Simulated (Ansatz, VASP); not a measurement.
# Two plane-wave programs on Si

The input POSCAR:

```
Si
1.0
    0.0000000000      2.7157741474      2.7157741474
    2.7157741474      0.0000000000      2.7157741474
    2.7157741474      2.7157741474      0.0000000000
Si
2
Direct
   -0.1250000000     -0.1250000000     -0.1250000000
    0.1250000000      0.1250000000      0.1250000000
```

The input INCAR.step1:

```
SYSTEM = Si
PREC     = Accurate       ! precision mode
ENCUT    = 600            ! plane-wave cutoff, eV
ISMEAR   = -1             ! smearing method
SIGMA    = 0.08           ! smearing width, eV
LREAL    = .False.        ! projectors in reciprocal space
LASPH    = .True.         ! aspherical terms in the spheres
NELM     = 80             ! most SCF steps
GGA      = PE             ! functional
ALGO     = Normal         ! electronic algorithm
EDIFF    = 1E-4           ! SCF threshold, eV
LWAVE    = .True.         ! write WAVECAR
LCHARG   = .False.        ! write CHGCAR
```

Contents of INCAR.step2:

```
SYSTEM = Si
PREC     = Accurate       ! precision mode
ENCUT    = 600            ! plane-wave cutoff, eV
EDIFF    = 1E-7           ! SCF threshold, eV
ISMEAR   = -1             ! smearing method
SIGMA    = 0.08           ! smearing width, eV
LREAL    = .False.        ! projectors in reciprocal space
LASPH    = .True.         ! aspherical terms in the spheres
NELM     = 80             ! most SCF steps
ALGO     = Normal         ! electronic algorithm
ISIF     = 3              ! what is computed and relaxed
LWAVE    = .False.        ! write WAVECAR
LCHARG   = .False.        ! write CHGCAR
METAGGA  = R2SCAN         ! meta-GGA
LMIXTAU  = .True.       
IBRION   = 2              ! ionic algorithm
NSW      = 60             ! ionic steps
EDIFFG   = -0.005         ! ionic threshold
ISTART   = 1
```

The input KPOINTS:

```
regular mesh
0
Gamma
  13 13 13
  0 0 0
```

Input for Ansatz:

```yaml
crystal:
  lattice:
    - [0.0, 2.7157741474, 2.7157741474]
    - [2.7157741474, 0.0, 2.7157741474]
    - [2.7157741474, 2.7157741474, 0.0]
  atoms:
    - { symbol: Si, position: [-0.125, -0.125, -0.125] }
    - { symbol: Si, position: [0.125, 0.125, 0.125] }
kpoints:
  mp_grid: { grid: [13, 13, 13] }
scf:
  occupations: { method: fermi_dirac, width: 0.08 }
hamiltonian:
  xc: r2scan
  pseudopotentials: { kind: paw }
output:
  forces: true
  stress: true
  write_density: true
  write_potential: true
  elf: true
  volumetric_format: npy
relax:
  f_tol: 0.005
  max_steps: 40
  cell: {}
```

Alike in both runs: task relaxation of cell and atoms; functional r2SCAN; k mesh 13 × 13 × 13; occupations fermi-dirac, width 0.08 eV; no spin polarisation.

|  | VASP | Ansatz |
| --- | --- | --- |
| version | VASP 6.6.1 | Ansatz 0.2.0 |
| potentials or method | VASP PAW PBE potentials, release 64 (Si) | PAW with Ansatz's default frozen-core files, scalar-relativistic |
| plane-wave cutoff (eV) | 600 | 500 |
| valence electrons in the cell | 8 | 8 |

```tsv
	VASP	Ansatz	Ansatz less VASP
relaxed volume (Å³/atom)	20.12	20.17	+0.050
relaxed cell length with the largest relative difference (Å)	3.846	3.850	+0.0032
```

Caveats: the PAW data sets were made with another functional, which shifts forces and pressure a little (VASP). A k mesh can miss the band edges.
